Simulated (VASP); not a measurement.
A run of VASP 6.6.1 is set up as follows.

The input POSCAR:

```
Pd
1.0
   -1.3798164377      1.3798164377      1.9650549830
    1.3798164377     -1.3798164377      1.9650549830
    1.3798164377      1.3798164377     -1.9650549830
Pd
1
Direct
    0.0000000000      0.0000000000      0.0000000000
```

INCAR.step1

```
SYSTEM = Pd
  PREC = Accurate
  ENCUT = 520
  ISMEAR = 0
  SIGMA = 0.1
  LREAL = .FALSE.
  LASPH = .TRUE.
  NELM = 100
  NBANDS = 11
  GGA = PE
  ALGO = Normal
  EDIFF = 1E-4
  LWAVE = .TRUE.
  LCHARG = .FALSE.
```

Contents of INCAR.step2:

```
SYSTEM = Pd
  PREC = Accurate
  ENCUT = 520
  EDIFF = 1E-7
  ISMEAR = 0
  SIGMA = 0.1
  LREAL = .FALSE.
  LASPH = .TRUE.
  NELM = 100
  ALGO = Normal
  ISIF = 2
  LWAVE = .FALSE.
  LCHARG = .FALSE.
  METAGGA = R2SCAN
  LMIXTAU = .TRUE.
  NBANDS = 11
  ISTART = 1
```

Contents of KPOINTS:

```
regular mesh
0
G
  8 8 8
  0 0 0
```

Potentials or basis: VASP PAW PBE potentials, release 64 (Pd).

The run is started by

```bash
$ cat potpaw_PBE.64/Pd/POTCAR > POTCAR
$ cp INCAR.step1 INCAR
$ mpirun -np 1 vasp_std > vasp.out
$ cp INCAR.step2 INCAR
$ mpirun -np 1 vasp_std > vasp.out
```

Question: Predict the band gap on the k mesh.

Answer: None (metal or under the smearing width).

Question: What does it give for the pressure?

Answer: 0.9 GPa.

Stress tensor (GPa, compression positive):
```
0.97 0.00 0.00
0.00 0.97 0.00
0.00 0.00 0.68
```

Caveat: the k mesh is coarse (spacing up to 0.40 Å⁻¹), so the values aren't converged; the PAW data sets were made with another functional, which shifts forces and pressure a little.
